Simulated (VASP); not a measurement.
# Cu2O (Cuprite): band structure with LDA

**What was measured.**

From “Importance of surface oxygen vacancies for ultrafast hot carrier relaxation and transport in Cu2O”, 2021, arxiv:2103.03167, for a bulk crystal of Cu2O: band gap 2.17 eV (direct).

Cu2O (Cuprite):

```
Cu O
1.0
     4.23113    0.00000    0.00000
     0.00000    4.23113    0.00000
     0.00000    0.00000    4.23113
Cu O
4 2
Cartesian
  1.0578 1.0578 1.0578
  1.0578 3.1733 3.1733
  3.1733 3.1733 1.0578
  3.1733 1.0578 3.1733
  0.0000 0.0000 0.0000
  2.1156 2.1156 2.1156
```

```
Program                : VASP 6.6.1
Task                   : band structure
Functional             : LDA
Potentials or basis    : VASP PAW LDA potentials, release 64 (Cu, O)
Cutoff                 : 520 eV
k mesh                 : 6 × 6 × 6
Occupations            : gaussian, width 0.03 eV
Spin                   : no spin polarisation
Further INCAR settings : ALGO = Fast; EDIFF = 1e-06; NBANDS = 37
```

```json
{
  "Pressure": "-4.9 GPa",
  "Band gap on the k mesh": "0.60 eV, direct",
  "Band gap along the path": "0.60 eV, direct"
}
```

Levels at the corners of the path, in eV from the valence-band top:
```
point  band 25  band 26  band 27  band 28  band 29  band 30  band 31  band 32
    Γ    -1.62     0.00     0.00     0.00     0.60     1.17     1.17     8.03
    X    -1.22    -1.22    -0.42    -0.42     2.33     2.33     4.23     4.23
    X    -1.22    -1.22    -0.42    -0.42     2.33     2.33     4.23     4.23
    M    -1.24    -1.24    -0.69    -0.69     1.93     1.93     3.90     3.90
    M    -1.24    -1.24    -0.69    -0.69     1.93     1.93     3.90     3.90
    Γ    -1.62     0.00     0.00     0.00     0.60     1.17     1.17     8.03
    Γ    -1.62     0.00     0.00     0.00     0.60     1.17     1.17     8.03
    R    -1.04    -0.59    -0.59    -0.59     2.43     2.43     2.43     4.95
    R    -1.04    -0.59    -0.59    -0.59     2.43     2.43     2.43     4.95
    X    -1.22    -1.22    -0.42    -0.42     2.33     2.33     4.23     4.23
    M    -1.24    -1.24    -0.69    -0.69     1.93     1.93     3.90     3.90
    R    -1.04    -0.59    -0.59    -0.59     2.43     2.43     2.43     4.95
```

Run time: 41 s on 2 MPI ranks on Intel(R) Xeon(R) 6975P-C (Granite Rapids), on a shared host, peak memory 0.19 GiB a rank.

Measured gap of Cu2O: 2.17 eV (direct; quoted in “Importance of surface oxygen vacancies for ultrafast hot carrier relaxation and transport in Cu2O”, 2021, arxiv:2103.03167). This calculation gives 0.60 eV (-1.57 eV). So large a miss can be the level of theory's own, or it may mean another phase, state or a wrong row. The value is that of LDA, without temperature or zero-point motion. Semilocal functionals fall short of measured gaps as a rule.
